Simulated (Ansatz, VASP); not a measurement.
**SnSe: VASP beside Ansatz**

Contents of INCAR:

```
SYSTEM = SnSe
PREC = Accurate
ENCUT = 520
EDIFF = 1E-7
ISMEAR = 0
SIGMA = 0.05
LREAL = .FALSE.
LASPH = .TRUE.
NELM = 100
ALGO = Normal
ISIF = 2
LWAVE = .FALSE.
LCHARG = .TRUE.
LELF = .TRUE.
LVHAR = .TRUE.
NBANDS = 17
```

Contents of KPOINTS:

```
Automatic mesh
0
G
  8 8 8
  0 0 0
```

POSCAR

```
SnSe
1.0
    0.0000000000      3.0100000000      3.0100000000
    3.0100000000      0.0000000000      3.0100000000
    3.0100000000      3.0100000000      0.0000000000
Sn Se
1 1
Direct
    0.0234919196      0.0000000000      0.0000000000
    0.5000000000      0.5000000000      0.5000000000
```

Input for Ansatz:

```yaml
crystal:
  lattice:
    - [0.0, 3.01, 3.01]
    - [3.01, 0.0, 3.01]
    - [3.01, 3.01, 0.0]
  atoms:
    - { symbol: Sn, position: [0.0234919196, 0.0, 0.0] }
    - { symbol: Se, position: [0.5, 0.5, 0.5] }
basis:
  ecutwfc: 420
kpoints:
  mp_grid: { grid: [8, 8, 8] }
hamiltonian:
  xc: lda
scf:
  occupations: { method: gaussian, width: 0.05 }
output:
  forces: true
  stress: true
  eigenvalues: true
```

Change from the starting cell: all Sn atoms moved -0.100 Å, as atom 1 towards its neighbour atom 1 (Sn) at 4.257 Å.

Alike in both runs: task single point; functional LDA; k mesh 8 × 8 × 8; occupations gaussian, width 0.05 eV; no spin polarisation.

|  | VASP | Ansatz |
| --- | --- | --- |
| version | VASP 6.6.1 | Ansatz 0.2.0 |
| potentials or method | VASP PAW LDA potentials, release 64 (Sn_d, Se) | scalar-relativistic, plane waves, PAW |
| plane-wave cutoff (eV) | 520 | 420 |
| valence electrons in the cell | 20 | 30 |

|  | VASP | Ansatz | Ansatz less VASP |
| --- | --- | --- | --- |
| gap on the k mesh at the Fermi level (eV) | 0.61 | 0.59 | -0.019 |
| least direct gap on the mesh (eV) | 0.61 | 0.59 | -0.019 |
| pressure (GPa) | -3.1 | -3.2 | -0.07 |
| largest component of the traceless stress (GPa) | 0.09 | 0.08 | -0.002 |
| rms of the force components (eV/Å) | 0.006 | 0.009 | +0.0031 |

Atom by atom the forces differ by 0.003 eV/Å (rms over components). The two sets of potentials don't hold the same shells in valence.

Caveats: spin-orbit coupling is left out, which moves the levels of the heavy elements. A k mesh can miss the band edges.
